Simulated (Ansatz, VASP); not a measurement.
**One calculation of PbSe, two programs**

```
Pb Se
1.0
     5.17413    0.00000    0.00000
    -2.58707    4.48093    0.00000
     0.00000    0.00000    6.21328
Pb Se
2 2
Direct
  0.33333 0.66667 0.25000
  0.66667 0.33333 0.75000
  0.66667 0.33333 0.25000
  0.33333 0.66667 0.75000
```

The cell was built by a generator and needn't be a form met in nature.

Alike in both runs: task single point; functional r2SCAN; k mesh 6 × 6 × 4; no spin polarisation.

|  | VASP | Ansatz |
| --- | --- | --- |
| version | VASP 6.6.1 | Ansatz 0.2.0 |
| potentials or method | VASP PAW PBE potentials, release 64 (Pb_d, Se) | plane waves, PAW |
| plane-wave cutoff (eV) | 520 | 500 |
| occupations | gaussian, width 0.01 eV | fixed |
| valence electrons in the cell | 40 | 60 |

```tsv
	VASP	Ansatz	Ansatz less VASP
gap on the k mesh at the Fermi level (eV)	1.48	1.48	-0.002
pressure (GPa)	0.0	0.0	-0.01
```

The two sets of potentials don't hold the same shells in valence.

Caveats: the PAW data sets were made with another functional, which shifts forces and pressure a little (VASP); spin-orbit coupling is left out, which as a rule narrows the gap of such compounds by several tenths of an eV. A k mesh can miss the band edges.
